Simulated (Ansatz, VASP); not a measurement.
**TaC2 in VASP and in Ansatz**

Contents of INCAR:

```
  ALGO = Normal
  EDIFF = 1E-7
  ENCUT = 520
  GGA = PE
  ISIF = 2
  ISMEAR = 0
  LASPH = T
  LCHARG = T
  LELF = T
  LREAL = F
  LVHAR = T
  LWAVE = F
  NBANDS = 28
  NELM = 100
  PREC = Accurate
  SIGMA = 0.2
```

Contents of KPOINTS:

```
k-points
0
Gamma
  6 6 6
```

File POSCAR:

```
TaC2
1.0
    1.5857008904     -1.5857008904     -2.9543017761
    1.5857008904     -1.5857008904      2.9543017761
   -3.1714017809     -3.1714017809      0.0000000000
Ta C
2 4
Direct
    1.0000000000      0.0000000000      1.0000000000
    0.5000000000      0.5000000000      0.5000000000
    0.1171339624      0.8828660376      0.5000000000
    0.6171339624      0.3828660376      1.0000000000
    0.8828660376      0.1171339624      0.5000000000
    0.3828660376      0.6171339624      1.0000000000
```

Input for Ansatz:

```yaml
crystal:
  lattice:
    - [1.5857008904, -1.5857008904, -2.9543017761]
    - [1.5857008904, -1.5857008904, 2.9543017761]
    - [-3.1714017809, -3.1714017809, 0.0]
  atoms:
    - { symbol: Ta, position: [1.0, 0.0, 1.0] }
    - { symbol: Ta, position: [0.5, 0.5, 0.5] }
    - { symbol: C, position: [0.1171339624, 0.8828660376, 0.5] }
    - { symbol: C, position: [0.6171339624, 0.3828660376, 1.0] }
    - { symbol: C, position: [0.8828660376, 0.1171339624, 0.5] }
    - { symbol: C, position: [0.3828660376, 0.6171339624, 1.0] }
basis:
  ecutwfc: 420
kpoints:
  mp_grid: { grid: [6, 6, 6] }
hamiltonian:
  xc: pbe
scf:
  occupations: { method: gaussian, width: 0.2 }
  lower_state_search: "off"
output:
  forces: true
  stress: true
  eigenvalues: true
```

Alike in both runs: task single point; functional PBE; k mesh 6 × 6 × 6; occupations gaussian, width 0.2 eV; no spin polarisation.

|  | VASP | Ansatz |
| --- | --- | --- |
| version | VASP 6.6.1 | Ansatz 0.2.0 |
| potentials or method | VASP PAW PBE potentials, release 64 (Ta_pv, C) | scalar-relativistic, plane waves, PAW |
| plane-wave cutoff (eV) | 520 | 420 |
| valence electrons in the cell | 38 | 42 |

```csv
,VASP,Ansatz,Ansatz less VASP
gap on the k mesh at the Fermi level (eV),none,none,-
pressure (GPa),1.0,0.2,-0.82
largest component of the traceless stress (GPa),0.51,0.78,+0.270
rms of the force components (eV/Å),0.002,0.036,+0.0340
```

Atom by atom the forces differ by 0.039 eV/Å (rms over components). A gap of «none» marks a metal or a gap that the smearing closes. With one functional, cell and mesh, what is left measures potentials, basis and numerics. The two sets of potentials don't hold the same shells in valence.

The runs have no spin-orbit coupling, so splittings on Ta are missing.
